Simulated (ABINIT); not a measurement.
# BaO (Fm-3m): G0W0 in ABINIT against the bands in the screening, part 2 of 2

Aim: move the bands in the screening of a G0W0 run on BaO (Fm-3m) over a wide range.

ABINIT 10.8.3; LDA and many-body steps on it, plane waves. Known limits of the many-body steps: not at the basis limit; no spin-orbit coupling; coarse k mesh.

So far. Step 2 (Screening, 4×4×4 mesh, 16 bands, screening to 106.1 eV): Local fields lower ε∞ by 8 %. On a Γ-centred mesh this coarse the value itself is usually too large, while a short band sum pulls it down. Step 3 (16 bands): The gap on the mesh goes from 1.80 eV to 3.43 eV, a correction of +1.63 eV.

The database entry behind the starting cell differs from later determinations by our own check (about 0.7 % short), so it need not match the best structure at ambient conditions.

### 5. 31 bands

This step: G0W0 on LDA, plane waves, norm-conserving pseudopotentials.

run.abi reads:

```
acell 3*1.0 Angstrom
rprim 
  -0.000000000000 2.750000000000 2.750000000000
  2.750000000000 -0.000000000000 2.750000000000
  2.750000000000 2.750000000000 -0.000000000000
ntypat 2
znucl 56 8
natom 2
typat 1 2
xred 
  0.000000000000 0.000000000000 0.000000000000
  0.500000000000 0.500000000000 0.500000000000
pp_dirpath "pseudos"
pseudos "Ba.upf, O.upf"
ecut 36
ngkpt 4 4 4
nshiftk 1
shiftk 0 0 0
kptopt 1
chksymbreak 0
istwfk *1
occopt 1
irdwfk 1
optdriver 4
nband 31
gwcalctyp 0
ecutsigx 36
symsigma 1
nkptgw 2
kptgw 
  0.5000000000 0.5000000000 0.0000000000
  0.0000000000 0.0000000000 0.0000000000
bdgw 
  6 10
  6 12
ecuteps 3.9
irdscr 1
ppmodel 1
indata_prefix "in"
outdata_prefix "out"
tmpdata_prefix "tmp"
```

Started as:

```bash
$ OMP_NUM_THREADS=1 mpirun -n 4 abinit run.abi > log
```

The log of the run:

```text
.Version 10.8.3 of ABINIT. v10.8.2 released Aug 2026.

 Symmetries : space group Fm -3 m (#225); Bravais cF (face-center cubic)
[... echo of the input left out ...]
== DATASET  1 ==================================================================
-   mpi_nproc: 4, omp_nthreads: 1 (-1 if OMP is not activated)

--- !DatasetInfo
iteration_state: {dtset: 1, }
dimensions: {natom: 2, nkpt: 8, mband: 31, nsppol: 1, nspinor: 1, nspden: 1, mpw: 2914, }
cutoff_energies: {ecut:  36.0, pawecutdg:  -1.0, }
electrons: {nelect:   1.60000000E+01, charge:   0.00000000E+00, occopt:   1.00000000E+00, tsmear:   1.00000000E-02, }

 SIGMA: Calculation of the GW corrections

 Based on a program developped by R.W. Godby, V. Olevano, G. Onida, and L. Reining.
 Incorporated in ABINIT by V. Olevano, G.-M. Rignanese, and M. Torrent.
.Using double precision arithmetic ; gwpc =  8

[... cell and pseudopotentials left out ...]
--------------------------------------------------------------------------------

 ==== K-mesh for the wavefunctions ====
 Number of points in the irreducible wedge :     8
[... list of points left out ...]
 Together with 48 symmetry operations and time-reversal symmetry
 yields    64 points in the full Brillouin Zone.

 ==== Q-mesh for screening function ====
 Number of points in the irreducible wedge :     8
[... list of points left out ...]
 Together with 48 symmetry operations and time-reversal symmetry
 yields    64 points in the full Brillouin Zone.

 vcoul_init : cutoff-mode = AUXILIARY_FUNCTION
 q-points for optical limit:   1
     1)      0.000010    0.000020    0.000030
 setmesh: FFT mesh size selected  =    40x   40x   40
          total number of points  =        64000

 Number of electrons calculated from density =   16.0000; Expected =   16.0000
[...]
number of omega for Sigma on real axis              0
 max omega for Sigma on real axis  [eV]           0.00
 zcut for avoiding poles [eV]                     0.10

 EPSILON^-1 parameters (SCR file):
 dimension of the eps^-1 matrix on file            113
 dimension of the eps^-1 matrix used               113
 number of plane-waves for wavefunctions          2891
 number of bands                                    31
 number of q-points in IBZ                           8
 number of frequencies                               2
 number of real frequencies                          1
 number of imag frequencies                          1

 matrix elements of self-energy operator (all in [eV])

 Perturbative Calculation

--- !SelfEnergy_ee
iteration_state: {dtset: 1, }
kpoint     : [   0.500,    0.500,    0.000, ]
spin       : 1
KS_gap     :    1.801
QP_gap     :    3.112
Delta_QP_KS:    1.310
data: !SigmaeeData |
     Band     E0 <VxcDFT>   SigX SigC(E0)      Z dSigC/dE  Sig(E)    E-E0       E
        6   5.226 -18.429 -23.463   4.811   0.771  -0.297 -18.601  -0.171   5.055
        7   5.226 -18.429 -23.463   4.811   0.771  -0.297 -18.601  -0.171   5.055
        8   5.446 -18.417 -23.293   4.655   0.776  -0.289 -18.588  -0.171   5.275
[...]
--- !SelfEnergy_ee
iteration_state: {dtset: 1, }
kpoint     : [   0.000,    0.000,    0.000, ]
spin       : 1
KS_gap     :    3.878
QP_gap     :    5.223
Delta_QP_KS:    1.345
data: !SigmaeeData |
     Band     E0 <VxcDFT>   SigX SigC(E0)      Z dSigC/dE  Sig(E)    E-E0       E
[...]
11  10.087 -10.115  -4.929  -3.477   0.844  -0.185  -8.672   1.442  11.529
       12  10.087 -10.115  -4.929  -3.477   0.844  -0.185  -8.672   1.442  11.529

== END DATASET(S) ==============================================================
================================================================================

 -outvars: echo values of variables after computation  --------
           etotal      0.0000000000E+00
            nband          31
             nkpt           8
          spgroup         225
 [... the other variables as echoed above ...]

 Calculation completed.
```

Wall time 2.9 s (4 MPI ranks of Arm Neoverse V2, shared host); peak memory 0.15 GiB; 11 s of CPU time.

Numbers from this step:

* G0W0 gap on the points computed: 3.112 eV
* starting gap on the mesh: 1.801 eV
* k of the valence top: 0.5, 0.5, 0
* k of the conduction bottom: 0.5, 0.5, 0
* Z at the valence top: 0.776
* Z at the conduction bottom: 0.848
* least direct G0W0 gap on the computed points: 3.112 eV

Against the run before, the gap moves by −0.315 eV.

### 6. Screening, 4×4×4 mesh, 63 bands, screening to 106.1 eV

This step: RPA screening on LDA, plane waves, norm-conserving pseudopotentials.

Changes to run.abi since step 5:

```diff
@@ -23,17 +23,8 @@
 irdwfk 1
-optdriver 4
-nband 31
-gwcalctyp 0
-ecutsigx 36
-symsigma 1
-nkptgw 2
-kptgw 
-  0.5000000000 0.5000000000 0.0000000000
-  0.0000000000 0.0000000000 0.0000000000
-bdgw 
-  6 10
-  6 12
+optdriver 3
+nband 63
 ecuteps 3.9
-irdscr 1
-ppmodel 1
+inclvkb 2
+awtr 1
+symchi 1
 indata_prefix "in"
```

The log of the run:

```text
.Version 10.8.3 of ABINIT. v10.8.2 released Aug 2026.

 Symmetries : space group Fm -3 m (#225); Bravais cF (face-center cubic)
[... echo of the input left out ...]
== DATASET  1 ==================================================================
-   mpi_nproc: 4, omp_nthreads: 1 (-1 if OMP is not activated)

--- !DatasetInfo
iteration_state: {dtset: 1, }
dimensions: {natom: 2, nkpt: 8, mband: 63, nsppol: 1, nspinor: 1, nspden: 1, mpw: 2914, }
cutoff_energies: {ecut:  36.0, pawecutdg:  -1.0, }
[...]
--------------------------------------------------------------------------------
[... chi0 elements left out ...]
 For q-point:  0.000010 0.000020 0.000030
  dielectric constant =   4.3485
  dielectric constant without local fields =   4.8259

  Average fulfillment of the sum rule on Im[epsilon] for q-point    1 :     70.48  [%]
[... wings left out ...]
  q-point number  2        q = ( 0.250000, 0.000000, 0.000000) [r.l.u.]
--------------------------------------------------------------------------------
[... chi0 elements left out ...]
  Average fulfillment of the sum rule on Im[epsilon] for q-point    2 :     86.19  [%]

 [... 6 further q-points ...]
```

The job ended after 7.3 s (4 MPI ranks; peak memory 0.56 GiB; 29 s of CPU time).

This step gave:

```
ε∞ with local fields, on this mesh, along the program's q direction : 4.348
the same without local fields                                       : 4.826
plasma frequency                                                    : 23.03 eV
plane waves in the screening matrix                                 : 113
```

### 7. 63 bands

This step: G0W0 on LDA, plane waves, norm-conserving pseudopotentials.

Changes to run.abi since step 6:

```diff
@@ -23,8 +23,17 @@
 irdwfk 1
-optdriver 3
-nband 63
+optdriver 4
+nband 31
+gwcalctyp 0
+ecutsigx 36
+symsigma 1
+nkptgw 2
+kptgw 
+  0.5000000000 0.5000000000 0.0000000000
+  0.0000000000 0.0000000000 0.0000000000
+bdgw 
+  6 10
+  6 12
 ecuteps 3.9
-inclvkb 2
-awtr 1
-symchi 1
+irdscr 1
+ppmodel 1
 indata_prefix "in"
```

The log of the run:

```text
.Version 10.8.3 of ABINIT. v10.8.2 released Aug 2026.

 Symmetries : space group Fm -3 m (#225); Bravais cF (face-center cubic)
[... echo of the input left out ...]
== DATASET  1 ==================================================================
-   mpi_nproc: 4, omp_nthreads: 1 (-1 if OMP is not activated)

--- !DatasetInfo
iteration_state: {dtset: 1, }
dimensions: {natom: 2, nkpt: 8, mband: 31, nsppol: 1, nspinor: 1, nspden: 1, mpw: 2914, }
cutoff_energies: {ecut:  36.0, pawecutdg:  -1.0, }
[...]
Band     E0 <VxcDFT>   SigX SigC(E0)      Z dSigC/dE  Sig(E)    E-E0       E
[...]
11  10.087 -10.115  -4.929  -3.561   0.844  -0.185  -8.742   1.372  11.459
       12  10.087 -10.115  -4.929  -3.561   0.844  -0.185  -8.742   1.372  11.459

== END DATASET(S) ==============================================================
================================================================================

 -outvars: echo values of variables after computation  --------
           etotal      0.0000000000E+00
            nband          31
             nkpt           8
          spgroup         225
 [... the other variables as echoed above ...]

 Calculation completed.
```

Run time: 2.9 s. Hardware: 4 MPI ranks; peak memory 0.15 GiB; 11 s of CPU time.

This step gave:

* G0W0 gap on the points computed: 2.984 eV
* starting gap on the mesh: 1.801 eV
* k of the valence top: 0.5, 0.5, 0
* k of the conduction bottom: 0.5, 0.5, 0
* least direct G0W0 gap on the computed points: 2.984 eV

Against the run before, the gap moves by −0.128 eV.

### 8. The runs together

Times are wall times on 4 MPI ranks of Arm Neoverse V2, shared host, good to a factor of about two. A run's time includes the screening step that it read.

```
     run   mesh  bands  screening cutoff (eV)  DFT gap (eV)  gap on the mesh (eV)  direct (eV)  ε∞ used   time
16 bands  4×4×4     31                  106.1         1.801                 3.427        3.427     4.26  5.6 s
31 bands  4×4×4     31                  106.1         1.801                 3.112        3.112     4.34  7.2 s
63 bands  4×4×4     31                  106.1         1.801                 2.984        2.984     4.35   10 s
```

### 9. Outcome

- 16 bands: 3.427 eV
- 31 bands: 3.112 eV
- 63 bands: 2.984 eV
- known limits: not at the basis limit; no spin-orbit coupling; coarse k mesh

What this shows: The setting moved: bands in the screening. From 16 bands to 63 bands the gap moves by −0.44 eV. The last step still moves it by −0.128 eV. Bands and screening cutoff are coupled, so a series along one setting does not show full convergence. Bands and cutoff are finite, so the gap is not at the basis limit. The miss can reach some tenths of an eV and take either sign; the mesh is an error of its own. In the G0W0 runs levels were corrected at 2 k points alone, so a gap called «on the mesh» is the least over those, and an edge elsewhere would be missed. The 4×4×4 mesh is coarse for this cell, which bears on the long-range parts of exchange and screening. The many-body steps are scalar-relativistic: spin-orbit coupling is not in them.

[Paths, hosts, dates, memory and timing lines, banners, echoed tables and standing remarks are left out of the program output.]

[Logs are printed without paths, hosts, clocks, repeated set-up lines and the standing remarks that a program may print on its own settings, such as how far it seeks lower states.]

[Runs of the session that timed out or met a known fault of the program may be left out.]

[Hosts, paths, dates, database ids (printed as entryN), source tags and the programs' standing remarks are cut or masked in the printed files.]

[G0W0 gaps are taken among the corrected bands and points alone; a level outside them can change the order at an edge.]

[Where Ansatz stands beside ABINIT at settings called matched, ABINIT's density can come from a denser mesh and the files from another edition; pairs whose starting gaps differed by over 0.03 eV were left out, so agreement reads better than it is.]
